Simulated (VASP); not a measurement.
# C (P6_3/mmc) in VASP: a series of runs, part 2 of 2

VASP 6.6.1. The steps go on from the part before.

### Step 3. Equation of state, PBE+D3(BJ), 5.40 Å³/atom (a relaxed cell with its volume scaled by 0.96)

The COD entry that gives the cell may itself be a prediction, so a difference from it is no test against experiment.

INCAR reads:

```
SYSTEM = C
PREC     = Accurate       ! precision mode
ENCUT    = 520            ! plane-wave cutoff, eV
EDIFF    = 1E-7           ! SCF threshold, eV
ISMEAR   = 0              ! smearing method
SIGMA    = 0.02           ! smearing width, eV
LREAL    = .FALSE.        ! projectors in reciprocal space
LASPH    = .TRUE.         ! aspherical terms in the spheres
NELM     = 100            ! most SCF steps
ALGO     = Normal         ! electronic algorithm
ISIF     = 2              ! what is computed and relaxed
LWAVE    = .FALSE.        ! write WAVECAR
LCHARG   = .FALSE.        ! write CHGCAR
GGA      = PE             ! functional
IVDW     = 12             ! dispersion correction
KPAR     = 4
```

KPOINTS reads:

```
Automatic mesh
0
G
  10 10 4
  0 0 0
```

POSCAR reads:

```
C                                       
1.0
    2.4761937632     -0.0000000000     -0.0000000000
   -1.2380968816      2.1444467037      0.0000000000
    0.0000000000      0.0000000000     12.2108679210
  C             
    12
Direct
     0.6666666667000030    0.3333333332999970    0.3549028995767268
     0.3333333332999970    0.6666666667000030    0.8549028995767267
     0.6666666667000030    0.3333333332999970    0.1450971004232732
     0.3333333332999970    0.6666666667000030    0.6450971004232733
     0.6666666667000030    0.3333333332999970    0.4792288735667247
     0.3333333332999970    0.6666666667000030    0.9792288735667247
     0.6666666667000030    0.3333333332999970    0.0207711264332753
     0.3333333332999970    0.6666666667000030    0.5207711264332753
     0.0000000000000000    0.0000000000000000    0.8131191258348971
     0.0000000000000000    0.0000000000000000    0.3131191258348972
     1.0000000000000000    1.0000000000000000    0.6868808741651029
     0.0000000000000000    1.0000000000000000    0.1868808741651028
```

Potentials or basis: VASP PAW PBE potentials, release 64 (C).

Started as:

```sh
> cat potpaw_PBE.64/C/POTCAR > POTCAR
> mpirun -np 4 vasp_std > vasp.out
```

OUTCAR:

```text
SYSTEM = C
   PREC = Accurate
   ENCUT = 520
   EDIFF = 1E-7
   ISMEAR = 0
   LREAL = .FALSE.
   LASPH = .TRUE.
   NELM = 100
   ISIF = 2
   GGA = PE
   IVDW = 12
 IVDW          = 12

 ion  position               nearest neighbor table
   1  0.667  0.333  0.355-  10 1.52  10 1.52  10 1.52   5 1.52
   2  0.333  0.667  0.855-   9 1.52   9 1.52   9 1.52   6 1.52
   3  0.667  0.333  0.145-  12 1.52  12 1.52  12 1.52   7 1.52
   4  0.333  0.667  0.645-  11 1.52  11 1.52  11 1.52   8 1.52
   5  0.667  0.333  0.479-   8 1.52   8 1.52   8 1.52   1 1.52
   6  0.333  0.667  0.979-   7 1.52   7 1.52   7 1.52   2 1.52
   7  0.667  0.333  0.021-   6 1.52   6 1.52   6 1.52   3 1.52
   8  0.333  0.667  0.521-   5 1.52   5 1.52   5 1.52   4 1.52
   9  0.000  0.000  0.813-   2 1.52   2 1.52   2 1.52  11 1.54
  10  0.000  0.000  0.313-   1 1.52   1 1.52   1 1.52  12 1.54
  11  0.000  0.000  0.687-   4 1.52   4 1.52   4 1.52   9 1.54
  12  0.000  0.000  0.187-   3 1.52   3 1.52   3 1.52  10 1.54

[... 220 lines left out ...]
      5      -8.5761      2.00000
      6      -5.7177      2.00000
[... 805 lines left out ...]
     30      18.1810      0.00000
     31      18.6905      0.00000

 [... further k-points ...]

------------------------ aborting loop because EDIFF is reached ----------------------------------------

 Edisp (eV)   -2.40982

 E8    (eV) :    -0.6934

  FORCE on cell =-STRESS in cart. coord.  units (eV):
  Direction    XX          YY          ZZ          XY          YZ          ZX
  --------------------------------------------------------------------------------------
  -------------------------------------------------------------------------------------
  Total       8.21884     8.21884     8.23921     0.00000     0.00000     0.00000
  in kB     203.08362   203.08362   203.58697     0.00000     0.00000     0.00000
  external pressure =      203.25 kB  Pullay stress =        0.00 kB

 VOLUME and BASIS-vectors are now :
 -----------------------------------------------------------------------------
  energy-cutoff  :      520.00
  volume of cell :       64.84
      direct lattice vectors                 reciprocal lattice vectors
     2.476193763  0.000000000  0.000000000     0.403845618  0.233160376  0.000000000
    -1.238096882  2.144446704  0.000000000     0.000000000  0.466320752  0.000000000
     0.000000000  0.000000000 12.210867921     0.000000000  0.000000000  0.081894261

 POSITION                                       TOTAL-FORCE (eV/Angst)
 -----------------------------------------------------------------------------------
      1.23810      0.71482      4.33367        -0.000000     -0.000000      0.015153
     -0.00000      1.42963     10.43911         0.000000     -0.000000      0.015153
      1.23810      0.71482      1.77176        -0.000000     -0.000000     -0.015153
     -0.00000      1.42963      7.87720         0.000000      0.000000     -0.015153
      1.23810      0.71482      5.85180        -0.000000      0.000000     -0.003528
     -0.00000      1.42963     11.95723         0.000000     -0.000000     -0.003528
      1.23810      0.71482      0.25363        -0.000000      0.000000      0.003528
     -0.00000      1.42963      6.35907         0.000000     -0.000000      0.003528
      0.00000      0.00000      9.92889        -0.000000      0.000000     -0.031071
      0.00000      0.00000      3.82346         0.000000     -0.000000     -0.031071
      0.00000      0.00000      8.38741        -0.000000      0.000000      0.031071
      0.00000      0.00000      2.28198         0.000000     -0.000000      0.031071
 -----------------------------------------------------------------------------------
    total drift:                                0.000000      0.000000     -0.000000

  FREE ENERGIE OF THE ION-ELECTRON SYSTEM (eV)
  ---------------------------------------------------
  free  energy   TOTEN  =      -111.1620572460 eV

  energy  without entropy=     -111.1620572460  energy(sigma->0) =     -111.16205725
```

stdout:

```text
POSCAR found type information on POSCAR C
 POSCAR found :  1 types and      12 ions
 scaLAPACK will be used
 LDA part: xc-table for (Slater+PW92), standard interpolation
 POSCAR, INCAR and KPOINTS ok, starting setup
 FFT: planning ... GRIDC
 FFT: planning ... GRID_SOFT
 FFT: planning ... GRID
 WAVECAR not read
 entering main loop
```

Run time: 42 s. Hardware: 4 MPI ranks of Intel Xeon Platinum 8375C at 2.90GHz (Ice Lake), shared host; peak memory 0.24 GiB.

What came out:

- Free energy: -111.1621 eV
- Pressure: 20.3 GPa
- Largest force: 0.031 eV/Å
- Band gap on the k mesh: 4.56 eV, indirect (least direct gap 5.50 eV)
- Dispersion energy per atom: -0.201 eV

### Step 4. Equation of state, PBE+D3(BJ), 5.52 Å³/atom (a relaxed cell with its volume scaled by 0.98)

INCAR is that of step 3.

KPOINTS is that of step 3.

POSCAR, as its differences from that of step 3:

```diff
@@ -2,5 +2,5 @@
 1.0
-    2.4761937632     -0.0000000000     -0.0000000000
-   -1.2380968816      2.1444467037      0.0000000000
-    0.0000000000      0.0000000000     12.2108679210
+    2.4932715013     -0.0000000000     -0.0000000000
+   -1.2466357506      2.1592364586      0.0000000000
+    0.0000000000      0.0000000000     12.2950834645
   C
```

Started as:

```sh
> cat potpaw_PBE.64/C/POTCAR > POTCAR
> mpirun -np 4 vasp_std > vasp.out
```

Run time: 41 s. Hardware: 4 MPI ranks of Intel Xeon Platinum 8375C at 2.90GHz (Ice Lake), shared host; peak memory 0.24 GiB.

The run converged. Its results:

| Property | Result |
| --- | --- |
| Free energy | -111.2916 eV |
| Pressure | 10.0 GPa |
| Largest force | 0.015 eV/Å |
| Band gap on the k mesh | 4.51 eV, indirect (least direct gap 5.45 eV) |
| Dispersion energy per atom | -0.197 eV |

### Step 5. Equation of state, PBE+D3(BJ), 5.63 Å³/atom

INCAR is that of step 4.

KPOINTS is that of step 4.

POSCAR, as its differences from that of step 4:

```diff
@@ -2,5 +2,5 @@
 1.0
-    2.4932715013     -0.0000000000     -0.0000000000
-   -1.2466357506      2.1592364586      0.0000000000
-    0.0000000000      0.0000000000     12.2950834645
+    2.5101184414     -0.0000000000     -0.0000000000
+   -1.2550592207      2.1738263367      0.0000000000
+    0.0000000000      0.0000000000     12.3781608728
   C
```

Started as:

```sh
> cat potpaw_PBE.64/C/POTCAR > POTCAR
> mpirun -np 4 vasp_std > vasp.out
```

It took 42 s on 4 MPI ranks of Intel Xeon Platinum 8375C at 2.90GHz (Ice Lake), shared host; peak memory 0.24 GiB.

Results (log left out):

```yaml
Free_energy: -111.3383 eV
Pressure: 0.7 GPa
Band_gap_on_the_k_mesh: 4.46 eV, indirect (least direct gap 5.40 eV)
Dispersion_energy_per_atom: -0.193 eV
```

### Step 6. Equation of state, PBE+D3(BJ), 5.74 Å³/atom (a relaxed cell with its volume scaled by 1.02)

INCAR is that of step 5.

KPOINTS is that of step 5.

POSCAR, as its differences from that of step 5:

```diff
@@ -2,5 +2,5 @@
 1.0
-    2.5101184414     -0.0000000000     -0.0000000000
-   -1.2550592207      2.1738263367      0.0000000000
-    0.0000000000      0.0000000000     12.3781608728
+    2.5267422268     -0.0000000000     -0.0000000000
+   -1.2633711134      2.1882229572      0.0000000000
+    0.0000000000      0.0000000000     12.4601378372
   C
```

Potentials or basis: VASP PAW PBE potentials, release 64 (C).

Started as:

```sh
> cat potpaw_PBE.64/C/POTCAR > POTCAR
> mpirun -np 4 vasp_std > vasp.out
```

Run time: 44 s. Hardware: 4 MPI ranks of Intel Xeon Platinum 8375C at 2.90GHz (Ice Lake), shared host; peak memory 0.24 GiB.

The run converged. Its results:

* Free energy: -111.3096 eV
* Pressure: -7.8 GPa
* Largest force: 0.016 eV/Å
* Band gap on the k mesh: 4.41 eV, indirect (least direct gap 5.36 eV)
* Dispersion energy per atom: -0.189 eV

### Step 7. Equation of state, PBE+D3(BJ), 5.85 Å³/atom (a relaxed cell with its volume scaled by 1.04)

INCAR is that of step 6.

KPOINTS is that of step 6.

POSCAR, as its differences from that of step 6:

```diff
@@ -2,5 +2,5 @@
 1.0
-    2.5267422268     -0.0000000000     -0.0000000000
-   -1.2633711134      2.1882229572      0.0000000000
-    0.0000000000      0.0000000000     12.4601378372
+    2.5431501036     -0.0000000000     -0.0000000000
+   -1.2715750518      2.2024325953      0.0000000000
+    0.0000000000      0.0000000000     12.5410500903
   C
```

Started as:

```sh
> cat potpaw_PBE.64/C/POTCAR > POTCAR
> mpirun -np 4 vasp_std > vasp.out
```

Wall time 46 s (4 MPI ranks of Intel Xeon Platinum 8375C at 2.90GHz (Ice Lake), shared host); peak memory 0.24 GiB.

The run converged. Its results:

```
Free energy                : -111.2123 eV
Pressure                   : -15.6 GPa
Largest force              : 0.030 eV/Å
Band gap on the k mesh     : 4.36 eV, indirect (least direct gap 5.31 eV)
Dispersion energy per atom : -0.185 eV
```

### Step 8. Equation of state, PBE+D3(BJ)

This run uses another cell than the first one, of 5.63 Å³/atom, 0.992 times its volume.

This step only gathers the single runs of the series.

What came out:

| Item | Value |
| --- | --- |
| Equilibrium volume | 5.64 Å³/atom |
| Bulk modulus at fixed shape and positions | 443 GPa |
| Pressure derivative of the bulk modulus | 3.7 (rough: it moves with the points fitted) |

Energy against volume, from the lowest point:
```tsv
volume (Å³/atom)	energy (meV/atom)
5.403	14.68
5.516	3.89
5.629	0.00
5.741	2.39
5.854	10.50
```

Caveat: the cell was scaled at fixed shape and fractional positions, which overstates the stiffness of a crystal with free parameters, most of all of layers and chains.
